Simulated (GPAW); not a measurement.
CaO:

```
Ca O
1.0
     0.00000    2.40356    2.40356
     2.40356    0.00000    2.40356
     2.40356    2.40356    0.00000
Ca O
1 1
Direct
  0.00000 0.00000 0.00000
  0.50000 0.50000 0.50000
```

The cell is a database's computed one.

* Program: GPAW 26.7.0
* Task: single point
* Functional: PBE
* Potentials or basis: GPAW PAW data sets (gpaw-data 1.2.1)
* Cutoff: 800 eV
* Basis: pw
* k mesh: 10 × 10 × 10
* Occupations: fermi-dirac, width 0.05 eV
* Spin: no spin polarisation

On this cell: pressure 2.2 GPa; largest force zero by symmetry; band gap on the k mesh 3.69 eV, indirect (least direct gap 4.07 eV).

The same run follows on a disturbed copy (atoms moved at random, drawn with an rms of 0.05 Å):

```
Ca O
1.0
     0.00000    2.40356    2.40356
     2.40356    0.00000    2.40356
     2.40356    2.40356    0.00000
Ca O
1 1
Direct
  0.01087 0.99606 0.99431
  0.51454 0.50652 0.48857
```

Q: What changes?

A: The energy moves by +1.0 meV/atom; pressure 2.2 GPa; largest force 0.114 eV/Å; band gap on the k mesh 3.70 eV, indirect (least direct gap 4.07 eV).

Forces in eV/Å, atoms in the order of the input:
```
Ca   0.036 -0.016  0.107
O   -0.036  0.016 -0.107
```

Stress tensor (GPa, compression positive):
```
 2.16  0.00 -0.01
 0.00  2.15  0.00
-0.01  0.00  2.32
```

A k mesh can miss the band edges.
